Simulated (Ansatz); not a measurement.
## Forms of Si4W: one energy to predict

These are results of DFT PBE, scalar-relativistic, plane waves, PAW in Ansatz, not measurements. Settings: cutoff 420 eV, Γ-centred meshes spaced at most about 0.3 Å⁻¹, and about 0.25 Å⁻¹ or finer for metals (2π included), Gaussian smearing. No spin polarisation.

These are static total energies at zero pressure. Rows are sorted by volume; energies count from the lowest form computed. Coordination counts Si atoms around W (those within 1.25 times the shortest such distance or 1.15 times the sum of covalent radii, 1.27 where that leaves under three; a plus sign parts nearer from farther groups).

```csv
row,form,source,atoms,coordination,V (Å³/atom),gap on mesh (eV),ΔE (meV/atom)
1,I4/mmm,invented,5,W 10,14.1,0,96
2,Ccce,invented,10,W 8+4,14.9,0,0
3,I-42m,invented,5,W 8,16.3,0,148
4,Immm,invented,5,W 4+8,16.7,0,159
5,Im-3m,invented,5,W 8,17.9,0,?
```

The cell of row 5:

```
Si W
1.0
    -2.81943    2.81943    2.81943
     2.81943   -2.81943    2.81943
     2.81943    2.81943   -2.81943
Si W
4 1
Direct
  0.50000 0.50000 0.50000
  0.00000 0.00000 0.50000
  0.00000 0.50000 0.00000
  0.50000 0.00000 0.00000
  0.00000 0.00000 0.00000
```

**Question.** Estimate the missing energy, and say where the row ranks.

**Answer.** 0.33 eV/atom, which puts it above row 4, the highest in the table. Counting Si atoms around W, row 5 has W 8 and the lowest form (row 2) has W 8+4. The lowest form (row 2) holds Si–Si nets (shortest 2.36 Å); in row 5 the shortest Si–Si distance is 2.82 Å, near bonding range too.

An observed structure of this formula, if there is one, may be missing.

These runs have no spin–orbit coupling, which can matter for W. Cells relaxed within their symmetry can be saddle points. Some structure types and database cells were kept out of the candidates from the start, so a known form may be missing.

The cubic form lies 0.33 eV/atom above the Ccce form, and the likely reason is geometric frustration. Its atoms all sit on sites fixed by symmetry, so only the lattice parameter can relax. Silicon forms a simple cubic array with tungsten in a quarter of the cubes, which ties the W–Si and Si–Si distances together. The compromise leaves short W–Si contacts and Si–Si contacts of 2.82 Å, too long for full covalent bonds. The Ccce form, with Si–Si contacts down to 2.36 Å, probably combines strong silicon bonding with W d–Si p bonding.

Coordination number alone doesn't set the order: rows 3 and 5 both have W 8 but differ widely in energy, and row 4 has more neighbours than row 3 yet lies higher. Nor does density, since the most compact form, row 1, isn't the lowest.

The ranking doesn't make Ccce a stable compound: the known tungsten silicides are richer in metal, and decomposition into WSi2 and silicon is the competition that matters.
